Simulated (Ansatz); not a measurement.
# C: the cost of one run

Computed with Ansatz 0.2.0 (DFT PBEsol, scalar-relativistic, plane waves, PAW, unless a step's input says otherwise).

4 further runs of the same task are left out: 2 that didn't finish, 2 set aside as unsound or not needed.

### 1 The system as given

Symmetry: R-3m, No. 166, trigonal system. Conventional cell: a = 2.459 Å, b = 2.459 Å, c = 10.794 Å, α = 90.00°, β = 90.00°, γ = 120.00°. C (site symmetry 3m) has 3 C at 1.42 Å in its first shell of neighbours.

Structure file:

```
CELL_PARAMETERS angstrom
1.22946 0.70983 3.59810
-1.22946 0.70983 3.59810
0.00000 -1.41965 3.59810
ATOMIC_POSITIONS crystal
C 0.16664 0.16664 0.16664
C 0.83336 0.83336 0.83336
```

This cell was relaxed beforehand with the same method: volume 9.42 Å³/atom, gap on the mesh 0.44 eV.

The bulk reference comes from a run made before at the same settings: -246.6909 eV/atom.

### 2 The (110) slab

Miller indices refer to the conventional cell of the relaxed bulk, R-3m (No. 166): a = 2.459 Å, b = 2.459 Å, c = 10.794 Å, α = 90.00°, β = 90.00°, γ = 120.00°.

Cut from the relaxed bulk: a (110) slab, 9.8 Å thick as cut, with 15 Å of vacuum; its outer planes are C (top) and C (bottom).

The slab as cut. Layers, bottom to top:

```tsv
plane	atoms per cell	height over the lowest (Å)
1	C2	0.00
2	C2	1.23
3	C2	2.46
4	C2	3.69
5	C2	4.92
6	C2	6.15
7	C2	7.38
8	C2	8.61
9	C2	9.84
```

### 3 The slab as cut, atoms at the bulk's places

A dipole layer in the vacuum cancels the field that periodic copies would set up if the slab's two faces differ.

Input file input.yaml:

```yaml
crystal:
  lattice:
    - [3.8680418282, 0.0, 0.0]
    - [-1.563126745, 3.9617361947, 0.0]
    - [0.0, 0.0, 24.835641012]
  atoms:
    - { symbol: C, position: [0.5000811939, 0.333360398, 0.3019853603] }
    - { symbol: C, position: [0.4999188061, 0.666639602, 0.3019853603] }
    - { symbol: C, position: [0.5000811939, 0.833360398, 0.3514890202] }
    - { symbol: C, position: [0.4999188061, 0.166639602, 0.3514890202] }
    - { symbol: C, position: [0.5000811939, 0.333360398, 0.4009926802] }
    - { symbol: C, position: [0.4999188061, 0.666639602, 0.4009926802] }
    - { symbol: C, position: [0.5000811939, 0.833360398, 0.4504963401] }
    - { symbol: C, position: [0.4999188061, 0.166639602, 0.4504963401] }
    - { symbol: C, position: [0.5000811939, 0.333360398, 0.5] }
    - { symbol: C, position: [0.4999188061, 0.666639602, 0.5] }
    - { symbol: C, position: [0.5000811939, 0.833360398, 0.5495036599] }
    - { symbol: C, position: [0.4999188061, 0.166639602, 0.5495036599] }
    - { symbol: C, position: [0.5000811939, 0.333360398, 0.5990073198] }
    - { symbol: C, position: [0.4999188061, 0.666639602, 0.5990073198] }
    - { symbol: C, position: [0.5000811939, 0.833360398, 0.6485109798] }
    - { symbol: C, position: [0.4999188061, 0.166639602, 0.6485109798] }
    - { symbol: C, position: [0.5000811939, 0.333360398, 0.6980146397] }
    - { symbol: C, position: [0.4999188061, 0.666639602, 0.6980146397] }
basis:
  ecutwfc: 420
kpoints:
  mp_grid: { grid: [10, 9, 1] }
hamiltonian:
  xc: pbesol
scf:
  occupations: { method: gaussian, width: 0.05 }
output:
  forces: true
  stress: true
  eigenvalues: true
  write_density: true
  write_potential: true
  elf: true
  volumetric_format: npy
efield:
  axis: 3
  dipole_correction: true
  ramp_width: 0.04
```

Launch:

```sh
$ ansatz run input.yaml --threads 2 --pin off --max-ram 5120MiB --backend cpu --events-out ev --progress --plain --runs-dir out
```

Q: Estimate wall time and peak memory on 2 threads of Arm Neoverse V2, shared host.

About 70 s, with a peak of 0.99 GiB.
